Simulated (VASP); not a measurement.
# Au in VASP: settings compared

One slab, Au, is run at these levels: PBE, LDA, PBEsol; tasks: work function.

Everything below comes from runs of VASP 6.6.1. Logs are shortened: lines on timing, memory, paths and dates and some standing lists are left out, and cuts for length are marked.

### 1 The slab as given

The cell holds a slab with vacuum, 7 atoms: a = 2.884 Å, b = 2.884 Å, c = 28.127 Å, α = 90.00°, β = 90.00°, γ = 60.00°.

The slab is cut from a database's or a generator's crystal, which needn't be the stable form of the element.

### 2 Work function, PBE

Contents of INCAR:

```
PREC = Accurate ; ENCUT = 520
EDIFF = 1E-7 ; ISMEAR = 0
SIGMA = 0.1 ; LREAL = False
LASPH = True ; NELM = 100
ALGO = Normal ; ISIF = 2
LWAVE = False ; LCHARG = True
GGA = PE ; LELF = True
LVHAR = True ; LVACPOTAV = True
```

Contents of KPOINTS:

```
Automatic mesh
0
Gamma
  12 12 1
```

Contents of POSCAR:

```
Au
1.0
    2.8835814537      0.0000000000      0.0000000000
    1.4417907268      2.4972547928      0.0000000000
    0.0000000000      0.0000000000     28.1266063865
Au
7
Direct
    0.0000000000      0.0000000000      0.2488746742
    0.3333333333      0.3333333333      0.3325831161
    0.6666666667      0.6666666667      0.4162915581
    0.0000000000      0.0000000000      0.5000000000
    0.3333333333      0.3333333333      0.5837084419
    0.6666666667      0.6666666667      0.6674168839
    0.0000000000      0.0000000000      0.7511253258
```

Potentials or basis: VASP PAW PBE potentials, release 64 (Au).

Started as:

```sh
$ cat potpaw_PBE.64/Au/POTCAR > POTCAR
$ mpirun -np 1 vasp_std > vasp.out
```

OUTCAR:

```text
PREC = Accurate
   ENCUT = 520
   EDIFF = 1E-7
   ISMEAR = 0
   LREAL = False
   LASPH = True
   NELM = 100
   ISIF = 2
   GGA = PE

 ion  position               nearest neighbor table
   1  0.000  0.000  0.249-   2 2.88   2 2.88   2 2.88
   2  0.333  0.333  0.333-   1 2.88   1 2.88   1 2.88   3 2.88   3 2.88   3 2.88
   3  0.667  0.667  0.416-   4 2.88   4 2.88   4 2.88   2 2.88   2 2.88   2 2.88
   4  0.000  0.000  0.500-   3 2.88   5 2.88   3 2.88   5 2.88   3 2.88   5 2.88
   5  0.333  0.333  0.584-   4 2.88   4 2.88   4 2.88   6 2.88   6 2.88   6 2.88
   6  0.667  0.667  0.667-   7 2.88   7 2.88   7 2.88   5 2.88   5 2.88   5 2.88
   7  0.000  0.000  0.751-   6 2.88   6 2.88   6 2.88

  LATTYP: Found a hexagonal cell.
 ALAT       =     2.8835814537
 C/A-ratio  =     9.7540530199

  Lattice vectors:

 A1 = (  -1.4417907268,  -2.4972547928,   0.0000000000)
 A2 = (   2.8835814537,   0.0000000000,   0.0000000000)
 A3 = (   0.0000000000,   0.0000000000,  28.1266063865)

Analysis of symmetry for initial positions (statically):
=====================================================================
 Subroutine PRICEL returns:
 Original cell was already a primitive cell.

 Routine SETGRP: Setting up the symmetry group for a
 hexagonal supercell.

 Subroutine GETGRP returns: Found 12 space group operations
 (whereof 12 operations were pure point group operations)
 out of a pool of 24 trial point group operations.

The static configuration has the point symmetry D_3d.

Analysis of symmetry for dynamics (positions and initial velocities):
=====================================================================
 Subroutine PRICEL returns:
 Original cell was already a primitive cell.

 Routine SETGRP: Setting up the symmetry group for a
 hexagonal supercell.

 Subroutine GETGRP returns: Found 12 space group operations
 (whereof 12 operations were pure point group operations)
 out of a pool of 24 trial point group operations.

The dynamic configuration has the point symmetry D_3d.

 Subroutine INISYM returns: Found 12 space group operations
 (whereof 12 operations are pure point group operations),
 and found     1 'primitive' translations

----------------------------------------------------------------------------------------

                                     Primitive cell

  volume of cell :     202.5408

  direct lattice vectors                    reciprocal lattice vectors
     2.883581454  0.000000000  0.000000000     0.346790967 -0.200219858  0.000000000
     1.441790727  2.497254793  0.000000000     0.000000000  0.400439716  0.000000000
     0.000000000  0.000000000 28.126606387     0.000000000  0.000000000  0.035553525

  length of vectors
     2.883581454  2.883581454 28.126606387     0.400439716  0.400439716  0.035553525

  position of ions in fractional coordinates (direct lattice)
     0.000000000  0.000000000  0.248874674
     0.333333333  0.333333333  0.332583116
     0.666666667  0.666666667  0.416291558
     0.000000000  0.000000000  0.500000000
     0.333333333  0.333333333  0.583708442
     0.666666667  0.666666667  0.667416884
     0.000000000  0.000000000  0.751125326

  ion indices of the primitive-cell ions
   primitive index   ion index
                 1           1
                 2           2
                 3           3
                 4           4
                 5           5
                 6           6
                 7           7

----------------------------------------------------------------------------------------

 KPOINTS: Automatic mesh

Automatic generation of k-mesh.
 Grid dimensions read from file:
 generate k-points for:   12   12    1

 Generating k-lattice:

  Cartesian coordinates                     Fractional coordinates (reciprocal lattice)
     0.028899247 -0.016684988  0.000000000     0.083333333  0.000000000  0.000000000
     0.000000000  0.033369976  0.000000000     0.000000000  0.083333333  0.000000000
     0.000000000  0.000000000  0.035553525     0.000000000  0.000000000  1.000000000

  Length of vectors
     0.033369976  0.033369976  0.035553525

  Shift w.r.t. Gamma in fractional coordinates (k-lattice)
     0.000000000  0.000000000  0.000000000

 Subroutine IBZKPT returns following result:
 ===========================================

 Found     19 irreducible k-points:

 Following reciprocal coordinates:
            Coordinates               Weight
  0.000000  0.000000  0.000000      1.000000
  0.083333 -0.000000  0.000000      6.000000
  0.166667 -0.000000  0.000000      6.000000
  0.250000 -0.000000  0.000000      6.000000
  0.333333  0.000000  0.000000      6.000000
  0.416667 -0.000000  0.000000      6.000000
[... 11 lines left out ...]
 -0.416667  0.250000  0.000000     12.000000
 -0.333333  0.333333  0.000000      2.000000
   k-points           NKPTS =     19   k-points in BZ     NKDIM =     19   number of bands    NBANDS=     46
   number of dos      NEDOS =    301   number of ions     NIONS =      7
   total plane-waves  NPLWV = 120960
   dimension x,y,z NGX =    24 NGY =   24 NGZ =  210
   dimension x,y,z NGXF=    48 NGYF=   48 NGZF=  420
   ions per type =               7
   NGX,Y,Z   is equivalent  to a cutoff of  13.84, 13.84, 12.41 a.u.
   NGXF,Y,Z  is equivalent  to a cutoff of  27.67, 27.67, 24.82 a.u.
 SYSTEM =  unknown system
   PREC   = accura    normal or accurate (medium, high low for compatibility)
   ISTART =      0    job   : 0-new  1-cont  2-samecut
   ICHARG =      2    charge: 1-file 2-atom 10-const
   ISPIN  =      1    spin polarized calculation?
   LNONCOLLINEAR =      F non collinear calculations
   LSORBIT =      F    spin-orbit coupling
   LASPH  =      T    aspherical Exc in radial PAW
   ENCUT  =  520.0 eV  38.22 Ry    6.18 a.u.   5.36  5.36 52.30*2*pi/ulx,y,z
   NELM   =    100;   NELMIN=  2; NELMDL= -5     # of ELM steps
   EDIFF  = 0.1E-06   stopping-criterion for ELM
   LREAL  =      F    real-space projection
   EDIFFG = 0.1E-05   stopping-criterion for IOM
   NSW    =      0    number of steps for IOM
   IBRION =     -1    ionic relax: 0-MD 1-quasi-New 2-CG
   NFREE  =      0    steps in history (QN), initial steepest desc. (CG)
   ISIF   =      2    stress and relaxation
   ISYM   =      2    0-nonsym 1-usesym 2-fastsym
   POTIM  = 0.5000    time-step for ionic-motion
   TEBEG  =    0.0;   TEEND  =   0.0 temperature during run
   PSTRESS=    0.0 pullay stress
   NELECT =      77.0000    total number of electrons
   NUPDOWN=      -1.0000    fix difference up-down
   EMIN   =  10.00;   EMAX   =-10.00  energy-range for DOS
   EFERMI =   0.00;   METHOD = LEGACY
   ISMEAR =     0;   SIGMA  =   0.10  broadening in eV -4-tet -1-fermi 0-gaus
   EFERMI_NEDOS =   21; number of points for ismear=-14 and -15
   IALGO  =     38    algorithm
   IMIX   =      4    mixing-type and parameters
     AMIX     =   0.40;   BMIX     =  1.00
     AMIX_MAG =   1.60;   BMIX_MAG =  1.00
  volume/ion in A,a.u.               =      28.93       195.26
  Fermi-wavevector in a.u.,A,eV,Ry     =   1.185953  2.241127 19.136394  1.406485
  Thomas-Fermi vector in A             =   2.322136
   LORBIT       =      0    0 simple, 1 ext, 2 COOP (PROOUT), +10 PAW based schemes
   GGA     = PE    functional components
   LHFCALC =     F    Hartree Fock is set to
   AEXX    =    0.0000 exact exchange contribution
   IVDW    =     0    specifies the selected vdW correction
   LEPSILON=     F    determine dielectric tensor
   LRPA    =     F    only Hartree local field effects (RPA)
 non-spin polarized calculation
 Gauss-broadening in eV      SIGMA  =   0.10
  energy-cutoff  :      520.00
  volume of cell :      202.54
 maximum number of plane-waves:      5529
 NGX is ok and might be reduce to    24
   NGX = 11   NGY = 11   NGZ =105

 number of electron      77.0000011 magnetization

 Free energy of the ion-electron system (eV)
  ---------------------------------------------------
  ext. energy  EPLUGINS =         0.00000000
  ---------------------------------------------------
  free energy    TOTEN  =       -21.80032178 eV

  energy without entropy =      -21.78821752  energy(sigma->0) =      -21.79426965

 E-fermi :   3.3931     XC(G=0):  -8.0463

 val. band max:        3.3204904646   @ k =   0.2500   0.0833   0.0000
 cond. band min:       3.3952098517   @ k =   0.5000   0.1667   0.0000
 fundamental gap:      0.0747193871
 Fermi energy:         3.3931427086

 k-point     1 :       0.0000    0.0000    0.0000
  band No.  band energies     occupation
      1      -6.3055      2.00000
      2      -5.8352      2.00000
      3      -5.1397      2.00000
      4      -4.4018      2.00000
      5      -3.9828      2.00000
      6      -3.7780      2.00000
[... 38 lines left out ...]
     45       8.4018      0.00000
     46       8.5506      0.00000

 k-point     2 :       0.0833   -0.0000    0.0000
  band No.  band energies     occupation
      1      -6.0915      2.00000
      2      -5.6257      2.00000
      3      -4.9342      2.00000
      4      -4.1969      2.00000
      5      -3.7914      2.00000
      6      -3.5848      2.00000
[... 38 lines left out ...]
     45       8.5441      0.00000
     46       8.7128      0.00000

 k-point     3 :       0.1667   -0.0000    0.0000
  band No.  band energies     occupation
      1      -5.4855      2.00000
      2      -5.0429      2.00000
      3      -4.3813      2.00000
      4      -3.6666      2.00000
      5      -3.3101      2.00000
      6      -3.0916      2.00000
[... 773 lines left out ...]
     45       8.3549      0.00000
     46       8.6449      0.00000

 k-point    19 :      -0.3333    0.3333    0.0000
  band No.  band energies     occupation
      1      -2.6686      2.00000
      2      -2.6686      2.00000
      3      -2.6602      2.00000
      4      -2.4148      2.00000
      5      -2.4148      2.00000
      6      -2.3547      2.00000
[... 38 lines left out ...]
     45       8.3218      0.00000
     46       8.9198      0.00000

------------------------ aborting loop because EDIFF is reached ----------------------------------------

  FORCE on cell =-STRESS in cart. coord.  units (eV):
  Direction    XX          YY          ZZ          XY          YZ          ZX
  --------------------------------------------------------------------------------------
  -------------------------------------------------------------------------------------
  Total        3.8062980      3.8062980      5.9793457     -0.0000000      0.0000000     -0.0000000
  in kB       30.1093208     30.1093208     47.2989859     -0.0000000      0.0000000     -0.0000000
  external PRESSURE =      35.8392092 kB  Pullay stress =       0.0000000 kB

 VOLUME and BASIS-vectors are now :
 -----------------------------------------------------------------------------
  energy-cutoff  :      520.00
  volume of cell :      202.54
      direct lattice vectors                 reciprocal lattice vectors
     2.883581454  0.000000000  0.000000000     0.346790967 -0.200219858  0.000000000
     1.441790727  2.497254793  0.000000000     0.000000000  0.400439716  0.000000000
     0.000000000  0.000000000 28.126606387     0.000000000  0.000000000  0.035553525

 POSITION                                       TOTAL-FORCE (eV/Angst)
 -----------------------------------------------------------------------------------
      0.00000      0.00000      7.00000         0.000000      0.000000     -0.523797
      1.44179      0.83242      9.35443        -0.000000      0.000000      0.141151
      2.88358      1.66484     11.70887        -0.000000     -0.000000     -0.000066
      0.00000      0.00000     14.06330        -0.000000      0.000000      0.000000
      1.44179      0.83242     16.41774         0.000000     -0.000000      0.000066
      2.88358      1.66484     18.77217        -0.000000     -0.000000     -0.141151
      0.00000      0.00000     21.12661        -0.000000     -0.000000      0.523797
 -----------------------------------------------------------------------------------
    total drift:                                0.000000     -0.000000      0.000000

  FREE ENERGIE OF THE ION-ELECTRON SYSTEM (eV)
  ---------------------------------------------------
  free  energy   TOTEN  =       -21.8003217763 eV

  energy  without entropy=      -21.7882175247  energy(sigma->0) =      -21.79426965
```

Run time: 2.6 min. Hardware: 1 thread of Intel Xeon 6975P-C (Granite Rapids), shared host; peak memory 0.39 GiB.

Results:

```
Free energy            : -21.8003 eV
Largest force          : 0.524 eV/Å
Band gap on the k mesh : none (metal or under the smearing width)
```

Forces on the atoms (eV/Å):
```
Au   0.000  0.000 -0.524
Au   0.000  0.000  0.141
Au   0.000  0.000  0.000
Au   0.000  0.000  0.000
Au   0.000  0.000  0.000
Au   0.000  0.000 -0.141
Au   0.000  0.000  0.524
```

Levels at points of the mesh, in eV from the Fermi level:
```tsv
k point	band 36	band 37	band 38	band 39	band 40	band 41	band 42	band 43
(0.00, 0.00, 0.00)	-2.39	-2.39	-2.09	-2.09	-1.96	-1.96	-0.62	-0.12
(0.50, 0.00, 0.00)	-0.46	0.32	0.87	1.12	1.14	1.39	1.39	3.32
```

Spin-orbit coupling is left out, which matters for the levels of Au.

(Part 1 of 2 ends here.)
